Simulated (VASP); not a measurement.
**CoSi2: relaxation of cell and atoms with PBE+D3(BJ)**

CoSi2:

```
Co Si
1.0
     0.00000    2.67800    2.67800
     2.67800    0.00000    2.67800
     2.67800    2.67800    0.00000
Co Si
1 2
Direct
  0.00000 0.00000 0.00000
  0.25000 0.25000 0.25000
  0.75000 0.75000 0.75000
```

| Quantity | Value |
| --- | --- |
| Program | VASP 6.6.1 |
| Task | relaxation of cell and atoms |
| Functional | PBE |
| Dispersion | D3(BJ) |
| Potentials or basis | VASP PAW PBE potentials, release 64 (Co, Si) |
| Cutoff | 600 eV |
| k mesh | 12 × 12 × 12 |
| Occupations | methfessel-paxton, width 0.1 eV |
| Spin | no spin polarisation |
| Further INCAR settings | ALGO = Normal; EDIFF = 1e-06; IBRION = 2; EDIFFG = -0.01; NSW = 90; ISIF = 3 |

| Property | Result |
| --- | --- |
| Relaxed volume | 12.41 Å³/atom |
| Relaxed cell | a = 3.748 Å, b = 3.748 Å, c = 3.748 Å, α = 60.00°, β = 60.00°, γ = 60.00° |
| Space group after relaxing (to 0.05 Å) | Fm-3m (No. 225) |
| Energy gained by relaxing | 6.8 meV/atom |
| Ionic steps | 4 |
| Pressure after relaxing | 0.1 GPa |
| Band gap on the k mesh | none (metal or under the smearing width) |
| Dispersion energy per atom | -0.456 eV |

Step by step:
```tsv
step	energy change (eV)	largest force (eV/Å)	pressure (GPa)	volume (Å³)
1	0.0000	0.0000	-5.50	38.41
2	0.0063	0.0000	7.03	36.02
3	-0.0204	0.0000	-0.15	37.27
4	-0.0204	0.0000	0.07	37.24
```

Final structure:
```
Co Si
1.0
     0.00000    2.65056    2.65056
     2.65056    0.00000    2.65056
     2.65056    2.65056    0.00000
Co Si
1 2
Direct
  0.00000 0.00000 0.00000
  0.25000 0.25000 0.25000
  0.75000 0.75000 0.75000
```

Levels at points of the mesh, in eV from the Fermi level:
| k point | band 7 | band 8 | band 9 | band 10 | band 11 | band 12 |
| --- | --- | --- | --- | --- | --- | --- |
| (0.00, 0.00, 0.00) | 1.08 | 3.47 | 3.47 | 3.55 | 3.55 | 3.55 |
| (0.50, 0.00, 0.00) | -1.70 | -0.47 | -0.47 | 2.81 | 3.52 | 3.52 |
| (0.50, 0.50, 0.00) | -2.03 | -1.99 | -1.39 | 1.72 | 2.96 | 8.60 |

Run time: 100 s on 1 thread of Intel(R) Xeon(R) Platinum 8259CL CPU @ 2.50GHz (Skylake/Cascade Lake), with other jobs on the host, peak memory 0.22 GiB.

Caveat: pairwise dispersion overbinds metals, which lowers pressure and volume. Spin polarisation is off, so any magnetic state and its effect on volume and gap are missing.
